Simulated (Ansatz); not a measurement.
Molecular dynamics of MoS2

Input file:

```yaml
crystal:
  lattice:
    - [-3.310699, -1.911433, 6.443291]
    - [3.310699, -1.911433, 6.443291]
    - [0.0, 3.822866, 6.443291]
  atoms:
    - { symbol: Mo, position: [-0.0905426, -0.09004998, 0.12792672] }
    - { symbol: S, position: [0.23731064, 0.16424943, 0.31531303] }
    - { symbol: S, position: [0.29925508, 0.42777149, 0.48678975] }
    - { symbol: Mo, position: [0.52308927, 0.43494234, -0.00110164] }
    - { symbol: S, position: [0.57306352, 0.68312654, 0.34735171] }
    - { symbol: S, position: [0.84201795, 1.01927845, 0.4166724] }
    - { symbol: Mo, position: [0.47769301, 0.00128362, 0.50754488] }
    - { symbol: S, position: [0.68968336, 0.13768367, 0.88681979] }
    - { symbol: S, position: [0.85358443, 0.41062929, 0.90617739] }
    - { symbol: Mo, position: [-0.03099917, 0.45120135, 0.49459709] }
    - { symbol: S, position: [0.29440676, 0.73658585, 0.73003463] }
    - { symbol: S, position: [0.35391831, 0.90836778, 0.95519743] }
basis:
  ecutwfc: 500.0
kpoints:
  mp_grid: { grid: [3, 3, 3] }
hamiltonian:
  xc: r2scan
  pseudopotentials: { kind: paw, azcp: { folder: soft_1 } }
scf:
  occupations: { method: fermi_dirac, width: 0.36 }
  lower_state_search: "off"
md:
  timestep: 1.5
  n_steps: 140
  ensemble: nvt_langevin
  temperature: 3360.0
  initial_velocities: maxwell_boltzmann
  seed: 979526
  friction: 0.02
  temperature_schedule:
    - { n_steps: 105, end_temperature: 300.0 }
    - { n_steps: 35, end_temperature: 300.0 }
```

Command:

```bash
$ ansatz run input.yaml --threads 4 --pin off --max-ram 10240MiB --backend cpu --events-out ev --progress --plain --runs-dir out
```

It goes on from the last frame of an earlier run, with new velocities.

Output, in part (step lines):

```
md step     0: t =     0.00 fs  T =  3080.0 K (target 3360.0 K)  F+E_penalty+E_count = -27119.05445856 eV  E_kin = 4.777450 eV  (11 SCF iters)
md step     1: t =     1.50 fs  T =  2707.7 K (target 3345.4 K)  F+E_penalty+E_count = -27119.15358632 eV  E_kin = 4.199996 eV  (8 SCF iters)
md step     2: t =     3.00 fs  T =  2475.9 K (target 3316.3 K)  F+E_penalty+E_count = -27119.24331091 eV  E_kin = 3.840377 eV  (8 SCF iters)
md step     3: t =     4.50 fs  T =  2317.1 K (target 3287.1 K)  F+E_penalty+E_count = -27119.34385020 eV  E_kin = 3.594067 eV  (8 SCF iters)
md step     4: t =     6.00 fs  T =  2434.0 K (target 3258.0 K)  F+E_penalty+E_count = -27119.43407675 eV  E_kin = 3.775495 eV  (8 SCF iters)
md step     5: t =     7.50 fs  T =  2510.1 K (target 3228.9 K)  F+E_penalty+E_count = -27119.53003447 eV  E_kin = 3.893434 eV  (6 SCF iters)
md step     6: t =     9.00 fs  T =  2894.2 K (target 3199.7 K)  F+E_penalty+E_count = -27119.63679263 eV  E_kin = 4.489256 eV  (6 SCF iters)
md step     7: t =    10.50 fs  T =  3132.3 K (target 3170.6 K)  F+E_penalty+E_count = -27119.73586247 eV  E_kin = 4.858522 eV  (6 SCF iters)
[... lines left out ...]
md step   139: t =   208.50 fs  T =   909.7 K (target 300.0 K)  F+E_penalty+E_count = -27124.44253777 eV  E_kin = 1.411073 eV  (5 SCF iters)
md step   140: t =   210.00 fs  T =   886.4 K (target 300.0 K)  F+E_penalty+E_count = -27124.47515043 eV  E_kin = 1.374968 eV  (7 SCF iters)
```

The steps, from the saved trajectory:

| time (fs) | T (K) | potential energy less start (eV) |
| --- | --- | --- |
| 0.0 | 3080 | 0.000 |
| 6.0 | 2434 | -0.380 |
| 12.0 | 3193 | -0.745 |
| 18.0 | 3580 | -0.862 |
| 24.0 | 3643 | -0.925 |
| 30.0 | 3622 | -1.114 |
| 36.0 | 3437 | -1.146 |
| 42.0 | 2710 | -0.803 |
| 48.0 | 2261 | -0.432 |
| 54.0 | 2871 | -0.604 |
| 60.0 | 2590 | -0.952 |
| 66.0 | 2315 | -1.406 |
| 72.0 | 2507 | -1.785 |
| 78.0 | 2481 | -1.884 |
| 84.0 | 2273 | -1.620 |
| 90.0 | 2387 | -1.341 |
| 96.0 | 2213 | -1.254 |
| 102.0 | 1848 | -1.082 |
| 108.0 | 1643 | -1.101 |
| 114.0 | 1275 | -1.298 |
| 120.0 | 1471 | -1.686 |
| 126.0 | 1494 | -2.222 |
| 132.0 | 1635 | -2.736 |
| 138.0 | 1727 | -3.134 |
| 144.0 | 1716 | -3.379 |
| 150.0 | 1764 | -3.543 |
| 156.0 | 1544 | -3.698 |
| 162.0 | 1346 | -3.894 |
| 168.0 | 1219 | -4.046 |
| 174.0 | 1036 | -4.178 |
| 180.0 | 1051 | -4.308 |
| 186.0 | 927 | -4.464 |
| 192.0 | 947 | -4.745 |
| 198.0 | 866 | -5.009 |
| 204.0 | 929 | -5.249 |
| 210.0 | 886 | -5.421 |

All steps were run. The schedule's set-point averaged 559 K over the second half and the system 1317 K, so it lags behind the ramp. A run of 0.21 ps of so small a system gives no equilibrium averages. Limits of this set-up: coarse k mesh.

Mean squared displacements from the first frame to the last, about the centre of mass: Mo 0.31 Å², S 0.85 Å².

Last frame:

```xyz
12
Lattice="-3.3107 -1.9114 6.4433 3.3107 -1.9114 6.4433 0.0000 3.8229 6.4433" Properties=species:S:1:pos:R:3
Mo -0.404 1.003 -0.009
S -0.077 0.230 4.593
S 1.462 -0.208 8.077
Mo 0.186 -1.244 6.406
S -0.206 -1.322 11.078
S 1.451 -2.130 14.339
Mo -1.579 1.240 6.090
S -1.637 1.521 11.476
S -0.611 1.207 14.804
Mo 1.237 1.435 6.147
S 1.806 1.410 11.373
S 3.087 0.562 14.011
```

Run time: 39 min on 4 threads of Arm Neoverse V1, with other jobs on the host, peak memory 1.6 GiB.
